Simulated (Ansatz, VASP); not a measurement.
**One calculation of ZnS, two programs**

```
Zn S
1.0
     0.00000    2.71303    2.71303
     2.71303    0.00000    2.71303
     2.71303    2.71303    0.00000
Zn S
1 1
Direct
  0.25000 0.25000 0.25000
  0.00000 0.00000 0.00000
```

Alike in both runs: functional r2SCAN; k mesh 10 × 10 × 10; occupations fermi-dirac, width 0.02 eV; no spin polarisation.

Ansatz relaxed the structure, and its values are those at the end. VASP's run is a single point on that final structure, the one shown.

```csv
,VASP,Ansatz
version,VASP 6.6.1,Ansatz 0.2.0
potentials or method,"VASP PAW PBE potentials, release 64 (Zn, S)",PAW plane waves
plane-wave cutoff (eV),520,500
valence electrons in the cell,18,18
```

```tsv
	VASP	Ansatz	Ansatz less VASP
gap on the k mesh at the Fermi level (eV)	2.62	2.61	-0.011
pressure (GPa)	-1.5	-1.5	+0.06
```

Ansatz warned: «stress_scf_threshold_loose».

Caveats: the PAW data sets were made with another functional, which shifts forces and pressure a little (VASP). r2SCAN opens gaps a little over a GGA but as a rule still falls short of measured ones.
